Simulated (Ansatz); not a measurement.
Theory: DFT PBE, scalar-relativistic, plane waves, PAW (Ansatz). The final run on the 8-atom cell used 420 eV, a Γ-centred 8×8×8 mesh, 0.02 eV smearing and no spin polarisation.

Energies over the elements count from the elements' standard structures at the same level (O₂ as a molecule), with no fitted energy shifts.

Question: Suggest a trial structure for a tetragonal semiconductor with formula ZnO, with a gap near 0.9 eV, a formation energy near −1.35 eV/atom and a density near 4.90 g/cm³, in a cell of 8 atoms. Its symmetry should be I4cm (No. 108).

Answer: ZnO, space group I4cm (No. 108). Around Zn lie 4 O at 1.93–2.05 Å; O is surrounded by 4 Zn at 1.93–2.05 Å.

```xyz
8
Lattice="-3.2313 3.2313 2.6431 3.2313 -3.2313 2.6431 3.2313 3.2313 -2.6431" Properties=species:S:1:pos:R:3 pbc="T T T"
Zn    2.2567   -0.9746    2.9668
Zn    0.9746    4.2058    0.3238
Zn    0.9746    2.2567    2.9668
Zn    2.2567    0.9746    0.3238
O     0.9723    2.2590   -0.3217
O     2.2590    0.9723    2.3213
O    -0.9723    2.2590    2.3213
O     4.2036    0.9723   -0.3217
```

The volume per atom is 13.80 Å³, the density is 4.90 g/cm³ and the formation energy is −1.352 eV/atom. The gap on the 8×8×8 mesh of the 8-atom cell is 0.94 eV.

The cell was found from a structure generator's guess, not taken from experiment. The answer needn't be unique; the calculation gave this one.

Kohn–Sham gaps at this level usually fall short of measured ones. This cell was reached by moving the atoms of another relaxed cell at random and relaxing again, last within the group found; it had no such test of its own.
